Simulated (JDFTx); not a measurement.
# BN (P6_3/mmc) in JDFTx: further runs

The runs below take BN through band structure, with LDA, PBEsol.

Program: JDFTx 1.7.0 (patched build). These are calculated values, not measurements. Logs are shortened: lines on timing, memory, paths and dates and some standing lists are left out, and cuts for length are marked. The log counts tension as positive stress, the text compression.

## (1) Starting point

It takes space group P6_3/mmc (No. 194, hexagonal). The conventional cell has a = 2.498 Å, b = 2.498 Å, c = 6.636 Å, α = 90.00°, β = 90.00°, γ = 120.00°. N (site symmetry -6m2) has 3 B at 1.44 Å as nearest neighbours. Around B (site symmetry -6m2) lie 3 N at 1.44 Å.

## (2) Band structure, LDA

Input file bands.in:

```
lattice \
    4.7209893936    -2.3604946968     0.0000000000 \
    0.0000000000     4.0884967459     0.0000000000 \
    0.0000000000     0.0000000000    12.5396556452
coords-type Lattice
ion N      0.6666666667     0.3333333333     0.2500000000 1
ion N      0.3333333333     0.6666666667     0.7500000000 1
ion B      0.6666666667     0.3333333333     0.7500000000 1
ion B      0.3333333333     0.6666666667     0.2500000000 1

ion-species pseudo/N.upf
ion-species pseudo/B.upf
elec-cutoff 42 336
elec-ex-corr lda-PW
elec-smearing Fermi 0.0018374661
elec-n-bands 14
electronic-minimize nIterations 30 energyDiffThreshold 1e-06
davidson-band-ratio 1.3
forces-output-coords Cartesian
include path.kpoints
symmetries none
fix-electron-density run.$VAR

dump-name bands.$VAR
dump End Ecomponents EigStats BandEigs Kpoints Forces
```

Input file path.kpoints:

```
kpoint +0.0000000000 +0.0000000000 +0.0000000000 0.020000000000
kpoint +0.0714285714 +0.0000000000 +0.0000000000 0.020000000000
kpoint +0.1428571429 +0.0000000000 +0.0000000000 0.020000000000
kpoint +0.2142857143 +0.0000000000 +0.0000000000 0.020000000000
kpoint +0.2857142857 +0.0000000000 +0.0000000000 0.020000000000
kpoint +0.3571428571 +0.0000000000 +0.0000000000 0.020000000000
kpoint +0.4285714286 +0.0000000000 +0.0000000000 0.020000000000
kpoint +0.5000000000 +0.0000000000 +0.0000000000 0.020000000000
kpoint +0.4583333333 +0.0833333333 +0.0000000000 0.020000000000
kpoint +0.4166666667 +0.1666666667 +0.0000000000 0.020000000000
kpoint +0.3750000000 +0.2500000000 +0.0000000000 0.020000000000
kpoint +0.3333333333 +0.3333333333 +0.0000000000 0.020000000000
kpoint +0.2916666667 +0.2916666667 +0.0000000000 0.020000000000
kpoint +0.2500000000 +0.2500000000 +0.0000000000 0.020000000000
kpoint +0.2083333333 +0.2083333333 +0.0000000000 0.020000000000
kpoint +0.1666666667 +0.1666666667 +0.0000000000 0.020000000000
kpoint +0.1250000000 +0.1250000000 +0.0000000000 0.020000000000
kpoint +0.0833333333 +0.0833333333 +0.0000000000 0.020000000000
kpoint +0.0416666667 +0.0416666667 +0.0000000000 0.020000000000
kpoint +0.0000000000 +0.0000000000 +0.0000000000 0.020000000000
kpoint +0.0000000000 +0.0000000000 +0.2500000000 0.020000000000
kpoint +0.0000000000 +0.0000000000 +0.5000000000 0.020000000000
kpoint +0.0625000000 +0.0000000000 +0.5000000000 0.020000000000
kpoint +0.1250000000 +0.0000000000 +0.5000000000 0.020000000000
kpoint +0.1875000000 +0.0000000000 +0.5000000000 0.020000000000
kpoint +0.2500000000 +0.0000000000 +0.5000000000 0.020000000000
kpoint +0.3125000000 +0.0000000000 +0.5000000000 0.020000000000
kpoint +0.3750000000 +0.0000000000 +0.5000000000 0.020000000000
kpoint +0.4375000000 +0.0000000000 +0.5000000000 0.020000000000
kpoint +0.5000000000 +0.0000000000 +0.5000000000 0.020000000000
kpoint +0.4583333333 +0.0833333333 +0.5000000000 0.020000000000
kpoint +0.4166666667 +0.1666666667 +0.5000000000 0.020000000000
kpoint +0.3750000000 +0.2500000000 +0.5000000000 0.020000000000
kpoint +0.3333333333 +0.3333333333 +0.5000000000 0.020000000000
kpoint +0.3000000000 +0.3000000000 +0.5000000000 0.020000000000
kpoint +0.2666666667 +0.2666666667 +0.5000000000 0.020000000000
kpoint +0.2333333333 +0.2333333333 +0.5000000000 0.020000000000
kpoint +0.2000000000 +0.2000000000 +0.5000000000 0.020000000000
kpoint +0.1666666667 +0.1666666667 +0.5000000000 0.020000000000
kpoint +0.1333333333 +0.1333333333 +0.5000000000 0.020000000000
kpoint +0.1000000000 +0.1000000000 +0.5000000000 0.020000000000
kpoint +0.0666666667 +0.0666666667 +0.5000000000 0.020000000000
kpoint +0.0333333333 +0.0333333333 +0.5000000000 0.020000000000
kpoint +0.0000000000 +0.0000000000 +0.5000000000 0.020000000000
kpoint +0.5000000000 +0.0000000000 +0.5000000000 0.020000000000
kpoint +0.5000000000 +0.0000000000 +0.2500000000 0.020000000000
kpoint +0.5000000000 +0.0000000000 +0.0000000000 0.020000000000
kpoint +0.3333333333 +0.3333333333 +0.0000000000 0.020000000000
kpoint +0.3333333333 +0.3333333333 +0.2500000000 0.020000000000
kpoint +0.3333333333 +0.3333333333 +0.5000000000 0.020000000000
```

Potentials or basis: PseudoDojo-SR-LDA-0.4.1-standard with smoothed tails.

The run is started by

```bash
> jdftx -c 1 -i bands.in -o bands.out
```

The program printed:

```text
*************** JDFTx 1.7.0 (patched build) ***************

Input parsed successfully to the following command list (including defaults):
[... the input with its defaults ...]

---------- Initializing the Grid ----------
R =
[      4.72099     -2.36049            0  ]
[            0       4.0885            0  ]
[            0            0      12.5397  ]
unit cell volume = 242.037
G =
[     1.3309   0.768398         -0  ]
[          0     1.5368          0  ]
[          0         -0   0.501065  ]
Minimum fftbox size, Smin = [  40  40  104  ]
Chosen fftbox size, S = [  40  40  108  ]

---------- Initializing tighter grid for wavefunction operations ----------
R =
[      4.72099     -2.36049            0  ]
[            0       4.0885            0  ]
[            0            0      12.5397  ]
unit cell volume = 242.037
G =
[     1.3309   0.768398         -0  ]
[          0     1.5368          0  ]
[          0         -0   0.501065  ]
Minimum fftbox size, Smin = [  28  28  76  ]
Chosen fftbox size, S = [  28  28  80  ]

---------- Exchange Correlation functional ----------
Initalized Slater LDA exchange.
Initalized Perdew-Wang LDA correlation.

---------- Setting up pseudopotentials ----------
Width of ionic core gaussian charges (only for fluid interactions / plotting) set to 0

Reading pseudopotential file 'pseudo/N.upf':
  'N' pseudopotential, 'SLA  PW   NOGX NOGC' functional
  Generated using ONCVPSP code by D. R. Hamann
  5 valence electrons, 2 orbitals, 4 projectors, 1001 radial grid points, with lMax = 1
    2S    l: 0   occupation:  2.0   eigenvalue: -0.676963
    2P    l: 1   occupation:  3.0   eigenvalue: -0.266038
  Core radius for overlap checks: 1.31 bohrs.

Reading pseudopotential file 'pseudo/B.upf':
  'B' pseudopotential, 'SLA  PW   NOGX NOGC' functional
  Generated using ONCVPSP code by D. R. Hamann
  3 valence electrons, 2 orbitals, 4 projectors, 1001 radial grid points, with lMax = 1
    2S    l: 0   occupation:  2.0   eigenvalue: -0.344843
    2P    l: 1   occupation:  1.0   eigenvalue: -0.136532
  Core radius for overlap checks: 1.18 bohrs.

Initialized 2 species with 4 total atoms.

Folded 50 k-points by 1x1x1 to 50 k-points.

---------- Setting up k-points, bands, fillings ----------
No reducable k-points.
Computing the number of bands and number of electrons
Calculating initial fillings.
nElectrons:  16.000000   nBands: 14   nStates: 50

----- Setting up reduced wavefunction bases (one per k-point) -----
average nbasis = 3141.420 , ideal nbasis = 3146.663

---------- Setting up ewald sum ----------
Optimum gaussian width for ewald sums = 1.973305 bohr.
Real space sum over 1183 unit cells with max indices [  6  6  3  ]
Reciprocal space sum over 2783 terms with max indices [  5  5  11  ]

---------- Allocating electronic variables ----------
Reading n from file 'run.n' ... done
Initializing wave functions:  linear combination of atomic orbitals

----------- Band structure minimization -------------
Minimization will be done independently for each quantum number.

---- Minimization of quantum number:     0  [ +0.0000000 +0.0000000 +0.0000000 ]  0.040000000 ----
BandDavidson: Iter:   0  Eband: +0.127053960592263
BandDavidson: Iter:   1  Eband: +0.111967908133784  dEband: -1.508605e-02
BandDavidson: Iter:   2  Eband: +0.110544769468852  dEband: -1.423139e-03
BandDavidson: Iter:   3  Eband: +0.110227941432531  dEband: -3.168280e-04
[... 830 lines of inner loops ...]
BandDavidson: Iter:  14  Eband: +0.096096337667228  dEband: -1.094967e-06
BandDavidson: Iter:  15  Eband: +0.096095781477026  dEband: -5.561902e-07
BandDavidson: Converged (dEband<1.000000e-06)
	FillingsUpdate:  mu: +0.267115159  nElectrons: 16.000000

Dumping 'bands.eigStats' ...
	eMin: -0.482356 at state 0 ( [ +0.000000 +0.000000 +0.000000 ] spin 0 )
	HOMO: +0.165876 at state 12 ( [ +0.291667 +0.291667 +0.000000 ] spin 0 )
	mu  : +0.267115
	LUMO: +0.316862 at state 7 ( [ +0.500000 +0.000000 +0.000000 ] spin 0 )
	eMax: +0.713332 at state 4 ( [ +0.285714 +0.000000 +0.000000 ] spin 0 )
	HOMO-LUMO gap: +0.150987
	Optical gap  : +0.167102 at state 49 ( [ +0.333333 +0.333333 +0.500000 ] spin 0 )
Done!
[note: mu, HOMO and LUMO in a band run belong to the points of the path alone and aren't those of the crystal]
```

Run time: 32 s. Hardware: 1 thread of Arm Neoverse V1, shared host; peak memory 0.09 GiB.

Results:

- Band gap along the path: 4.11 eV, indirect (least direct gap 4.55 eV)

Levels at the corners of the path, in eV from the valence-band top:
```tsv
point	band 4	band 5	band 6	band 7	band 8
Γ	-4.17	-1.36	-1.36	-1.32	-1.32
M	-8.85	-4.21	-4.14	-1.50	-0.45
K	-7.93	-7.09	-7.09	-0.11	-0.11
Γ	-4.17	-1.36	-1.36	-1.32	-1.32
A	-5.40	-1.34	-1.34	-1.34	-1.34
L	-8.89	-4.17	-4.17	-0.96	-0.96
H	-8.02	-7.09	-7.09	-0.02	-0.02
A	-5.40	-1.34	-1.34	-1.34	-1.34
L	-8.89	-4.17	-4.17	-0.96	-0.96
M	-8.85	-4.21	-4.14	-1.50	-0.45
K	-7.93	-7.09	-7.09	-0.11	-0.11
H	-8.02	-7.09	-7.09	-0.02	-0.02
```

## (3) Band structure, PBEsol

Edit bands.in of step 2 so:

```diff
@@ -13,3 +13,3 @@
 elec-cutoff 42 336
-elec-ex-corr lda-PW
+elec-ex-corr gga-PBEsol
 elec-smearing Fermi 0.0018374661
```

path.kpoints is that of step 2.

Potentials or basis: PseudoDojo-SR-PBEsol-0.4.1-standard with smoothed tails.

The run is started by

```bash
> jdftx -c 1 -i bands.in -o bands.out
```

Wall time 31 s (1 thread of Arm Neoverse V1, shared host); peak memory 0.1 GiB.

It converged, with:

```
Band gap along the path : 4.19 eV, indirect (least direct gap 4.62 eV)
```

Levels at the corners of the path, in eV from the valence-band top:
```tsv
point	band 5	band 6	band 7	band 8
Γ	-1.32	-1.32	-1.28	-1.28
M	-4.17	-4.10	-1.49	-0.45
K	-7.15	-7.15	-0.10	-0.10
Γ	-1.32	-1.32	-1.28	-1.28
A	-1.30	-1.30	-1.30	-1.30
L	-4.14	-4.14	-0.95	-0.95
H	-7.16	-7.16	-0.02	-0.02
A	-1.30	-1.30	-1.30	-1.30
L	-4.14	-4.14	-0.95	-0.95
M	-4.17	-4.10	-1.49	-0.45
K	-7.15	-7.15	-0.10	-0.10
H	-7.16	-7.16	-0.02	-0.02
```
